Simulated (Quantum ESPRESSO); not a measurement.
# GaAs (F-43m) in Quantum ESPRESSO: notebook, part 2 of 3

Quantum ESPRESSO 7.5.

## 3. Phonons, PBEsol

Input file pw.in:

```
&CONTROL
  calculation = 'scf'
  prefix = 'pwscf'
  outdir = './tmp'
  pseudo_dir = './pseudo'
  tprnfor = .true.
  tstress = .true.
  disk_io = 'low'
/
&SYSTEM
  ibrav = 0
  nat = 2
  ntyp = 2
  ecutwfc = 84
  nbnd = 21
  occupations = 'smearing'
  smearing = 'fd'
  degauss = 0.00367493
/
&ELECTRONS
  conv_thr = 4d-10
  electron_maxstep = 120
  mixing_beta = 0.5
/
ATOMIC_SPECIES
As    74.9216 As.upf
Ga    69.7230 Ga.upf
CELL_PARAMETERS angstrom
   0.0000000000    2.8268500000    2.8268500000
   2.8268500000    0.0000000000    2.8268500000
   2.8268500000    2.8268500000    0.0000000000
ATOMIC_POSITIONS crystal
As     0.7500000000    0.7500000000    0.7500000000
Ga     0.0000000000    0.0000000000    0.0000000000
K_POINTS automatic
6 6 6 1 1 1
```

Input file scf2.in:

```
&CONTROL
  calculation = 'scf'
  prefix = 'pwscf'
  outdir = './tmp'
  pseudo_dir = './pseudo'
  tprnfor = .true.
  tstress = .true.
  disk_io = 'low'
/
&SYSTEM
  ibrav = 0
  nat = 2
  ntyp = 2
  ecutwfc = 84
  nbnd = 21
  occupations = 'fixed'
/
&ELECTRONS
  conv_thr = 1d-13
  electron_maxstep = 120
  mixing_beta = 0.5
  startingpot = 'file'
  startingwfc = 'file'
/
ATOMIC_SPECIES
As    74.9216 As.upf
Ga    69.7230 Ga.upf
CELL_PARAMETERS angstrom
   0.0000000000    2.8268500000    2.8268500000
   2.8268500000    0.0000000000    2.8268500000
   2.8268500000    2.8268500000    0.0000000000
ATOMIC_POSITIONS crystal
As     0.7500000000    0.7500000000    0.7500000000
Ga     0.0000000000    0.0000000000    0.0000000000
K_POINTS automatic
6 6 6 1 1 1
```

Input file ph.in:

```
phonons of GaAs
&INPUTPH
  prefix = 'pwscf'
  outdir = './tmp'
  tr2_ph = 1d-16
  fildyn = 'dyn'
  niter_ph = 60
  alpha_mix(1) = 0.7
  epsil = .true.
/
0.0000000000 0.0000000000 0.0000000000
```

Input file dynmat.in:

```
&INPUT
  fildyn = 'dyn'
  asr = 'crystal'
  lperm = .true.
  filout = 'dynmat.disp'
  fileig = 'dynmat.eig'
/
```

Input file dynmat_lo.in:

```
&INPUT
  fildyn = 'dyn'
  asr = 'crystal'
  filout = 'dynmat_lo.disp'
  fileig = 'dynmat_lo.eig'
  q(1) = 0
  q(2) = 0
  q(3) = 1
/
```

Potentials or basis: PseudoDojo 0.4.1 SR PBEsol standard.

Command:

```bash
$ OMP_NUM_THREADS=1 pw.x -in pw.in > pw.out
$ OMP_NUM_THREADS=1 pw.x -in scf2.in > scf2.out
$ OMP_NUM_THREADS=1 ph.x -in ph.in > ph.out
$ OMP_NUM_THREADS=1 dynmat.x -in dynmat.in > dynmat.out
$ OMP_NUM_THREADS=1 dynmat.x -in dynmat_lo.in > dynmat_lo.out
```

pw.out:

```text
This program is part of the open-source Quantum ESPRESSO suite
     for quantum simulation of materials; please cite
[... 9 lines left out ...]
     --------------------
     sticks:   dense  smooth     PW     G-vecs:    dense   smooth      PW
     Sum        1333    1333    379                31775    31775    5029

     Using Slab Decomposition

     bravais-lattice index     =            0
     lattice parameter (alat)  =       7.5547  a.u.
     unit-cell volume          =     304.8842 (a.u.)^3
     number of atoms/cell      =            2
     number of atomic types    =            2
     number of electrons       =        28.00
     number of Kohn-Sham states=           21
     kinetic-energy cutoff     =      84.0000  Ry
     charge density cutoff     =     336.0000  Ry
     scf convergence threshold =      4.0E-10
     mixing beta               =       0.5000
     number of iterations used =            8  plain     mixing
     Exchange-correlation= PBESOL
                           (   1   4  10   8   0   0   0)

     celldm(1)=   7.554690  celldm(2)=   0.000000  celldm(3)=   0.000000
     celldm(4)=   0.000000  celldm(5)=   0.000000  celldm(6)=   0.000000

     crystal axes: (cart. coord. in units of alat)
               a(1) = (   0.000000   0.707107   0.707107 )
               a(2) = (   0.707107   0.000000   0.707107 )
               a(3) = (   0.707107   0.707107   0.000000 )

     reciprocal axes: (cart. coord. in units 2 pi/alat)
[... 85 lines left out ...]
     Diagonalizing with lowered threshold

     Davidson diagonalization with overlap
     ethr =  1.60E-04,  avg # of iterations =  3.5

     total energy              =    -364.60997622 Ry
     estimated scf accuracy    <       0.04506660 Ry
[... 43 lines left out ...]
     iteration #  8     ecut=    84.00 Ry     beta= 0.50
     Davidson diagonalization with overlap
     ethr =  7.47E-12,  avg # of iterations =  2.4

     End of self-consistent calculation

          k = 0.0589 0.0589 0.0589 (  3915 PWs)   bands (ev):

   -26.5596 -26.5595 -26.5595 -26.5497 -26.5497  -6.1426  -6.1346  -6.1346
    -6.0575  -6.0575  -4.0060   7.4260   8.5501   8.5501   9.9716  12.5149
    12.5437  12.5437  16.5575  18.2473  18.2474
[... 87 lines left out ...]
   -26.5604 -26.5579 -26.5579 -26.5502 -26.5488  -6.2460  -6.0902  -6.0882
    -6.0807  -6.0460  -1.6562   1.9621   5.7328   6.0516  10.1652  10.7132
    17.9080  18.2101  19.3981  21.4289  21.5428

          k =-0.5303 0.1768-0.0589 (  3973 PWs)   bands (ev):

   -26.5600 -26.5584 -26.5581 -26.5500 -26.5490  -6.2315  -6.1023  -6.0970
    -6.0726  -6.0493  -2.0745   2.5684   5.5398   6.2697  11.0208  12.1421
    14.8912  16.8989  18.8461  20.5789  21.8666

          k =-0.4125 0.0589 0.0589 (  3977 PWs)   bands (ev):
[... 61 lines left out ...]
   -26.5593 -26.5588 -26.5586 -26.5496 -26.5494  -6.2217  -6.1128  -6.1094
    -6.0583  -6.0548  -2.1300   2.1536   5.8156   7.1838  10.9624  13.1582
    14.1811  16.5492  18.0728  19.0235  19.6813

     the Fermi energy is     9.1189 ev

!    total energy              =    -364.61513935 Ry
     estimated scf accuracy    <          3.1E-10 Ry
     smearing contrib. (-TS)   =      -0.00000004 Ry
     internal energy E=F+TS    =    -364.61513931 Ry

     The total energy is F=E-TS. E is the sum of the following terms:
     one-electron contribution =    -192.38001851 Ry
     hartree contribution      =     114.58534764 Ry
     xc contribution           =     -88.46763466 Ry
     ewald contribution        =    -198.35283378 Ry

     convergence has been achieved in   8 iterations

     Forces acting on atoms (cartesian axes, Ry/au):

     atom    1 type  1   force =     0.00000000    0.00000000    0.00000000
     atom    2 type  2   force =     0.00000000    0.00000000    0.00000000

     Total force =     0.000000     Total SCF correction =     0.000000

     Computing stress (Cartesian axis) and pressure

          total   stress  (Ry/bohr**3)                   (kbar)     P=        2.84
   0.00001932  -0.00000000  -0.00000000            2.84       -0.00       -0.00
  -0.00000000   0.00001932  -0.00000000           -0.00        2.84       -0.00
  -0.00000000  -0.00000000   0.00001932           -0.00       -0.00        2.84

=------------------------------------------------------------------------------=
   JOB DONE.
=------------------------------------------------------------------------------=
```

scf2.out:

```text
This program is part of the open-source Quantum ESPRESSO suite
     for quantum simulation of materials; please cite
[... 9 lines left out ...]
     --------------------
     sticks:   dense  smooth     PW     G-vecs:    dense   smooth      PW
     Sum        1333    1333    379                31775    31775    5029
[... 330 lines left out ...]
   0.00001947  -0.00000000  -0.00000000            2.86       -0.00       -0.00
  -0.00000000   0.00001947  -0.00000000           -0.00        2.86       -0.00
  -0.00000000  -0.00000000   0.00001947           -0.00       -0.00        2.86

=------------------------------------------------------------------------------=
   JOB DONE.
=------------------------------------------------------------------------------=
```

ph.out:

```text
This program is part of the open-source Quantum ESPRESSO suite
     for quantum simulation of materials; please cite
         "P. Giannozzi et al., J. Phys.:Condens. Matter 21 395502 (2009);
         "P. Giannozzi et al., J. Phys.:Condens. Matter 29 465901 (2017);
         "P. Giannozzi et al., J. Chem. Phys. 152 154105 (2020);
     in publications or presentations arising from this work. More details at

[... 309 lines left out ...]

     INITIALIZATION:

     DIELECTRIC CONSTANT AND EFFECTIVE CHARGES:

     DYNAMICAL MATRIX:

      Additional routines

=------------------------------------------------------------------------------=
   JOB DONE.
=------------------------------------------------------------------------------=
```

Wall time 16 min (1 thread of Arm Neoverse V2, shared host); peak memory 0.09 GiB.

What came out:

```yaml
Free_energy: -4960.8417 eV
Pressure_after_relaxing: 0.3 GPa
Electronic_dielectric_tensor_diagonal: 14.32
Born_charges_mean_of_the_diagonal: As -2.14; Ga +2.11 e
Highest_phonon_frequency_at_Γ_LO-TO_splitting_left_out: 264 cm⁻¹
Static_dielectric_tensor_diagonal: 16.28
```

Phonon frequencies in cm⁻¹ (negative: imaginary):
```tsv
q point	frequencies
(0.000, 0.000, 0.000)	-10 -10 -10 264 264 264
```

Electronic dielectric tensor:
```
14.32  0.00  0.00
 0.00 14.32  0.00
 0.00  0.00 14.32
```

Born effective charge tensors (e):
atom 1, As
```
-2.14  0.00  0.00
 0.00 -2.14  0.00
 0.00  0.00 -2.14
```
atom 2, Ga
```
2.11 0.00 0.00
0.00 2.11 0.00
0.00 0.00 2.11
```

Optical modes at Γ, degenerate ones joined, polar ones without the macroscopic field:
```
cm⁻¹  components  symmetry     active in  IR intensity, summed ((D/Å)²/amu)
 264           3        T2  IR and Raman                               8.65
```

Zone-centre frequencies without and with the macroscopic field along z (cm⁻¹):
|  | optical modes in rising order |
| --- | --- |
| without | 264 264 264 |
| with the field | 264 264 281 |

Static dielectric tensor, electrons and zone-centre modes:
```
16.28  0.00  0.00
 0.00 16.28  0.00
 0.00  0.00 16.28
```

(Part 2 of 3 ends here.)
